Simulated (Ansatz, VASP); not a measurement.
## CuO (Tenorite) in VASP and in Ansatz

```
Cu O
1.0
     2.34185   -1.71130    0.00000
     2.34185    1.71130    0.00000
    -0.85003    0.00000    5.05787
Cu O
2 2
Direct
  0.50000 0.00000 0.50000
  0.00000 0.50000 0.00000
  0.41840 0.58160 0.75000
  0.58160 0.41840 0.25000
```

Alike in both runs: task electric field gradients; functional PBE; k mesh 10 × 10 × 5; occupations fermi-dirac, width 0.05 eV; no spin polarisation.

|  | VASP | Ansatz |
| --- | --- | --- |
| version | VASP 6.6.1 | Ansatz 0.2.0 |
| potentials or method | VASP PAW PBE potentials, release 64 (Cu, O), cutoff 520 eV | all-electron PAW datasets made for the crystal |

VASP gave:

| Item | Value |
| --- | --- |
| gap on the k mesh at the Fermi level (eV) | none |
| pressure (GPa) | 6.4 |
| largest component of the traceless stress (GPa) | 1.21 |
| rms of the force components (eV/Å) | 0.089 |
| Vzz of the field gradient on the site that differs most (V/Å²) | -27.6 |

**Question.** What did Ansatz give for the same quantities?

**Answer.** gap on the k mesh at the Fermi level (eV): none; pressure (GPa): 5.7; largest component of the traceless stress (GPa): 1.19; rms of the force components (eV/Å): 0.106; Vzz of the field gradient on the site that differs most (V/Å²): -24.9.

Atom by atom the forces differ by 0.016 eV/Å (rms over components). A gap of «none» marks a metal or a gap that the smearing closes. Ansatz ran all-electron here, so the differences hold the error of VASP's frozen core and of both bases.

Caveats: the run has no spin polarisation, though such a crystal can be magnetic; semilocal functionals often make such compounds metallic where correlation or magnetic order opens a gap, which also shifts bond lengths.
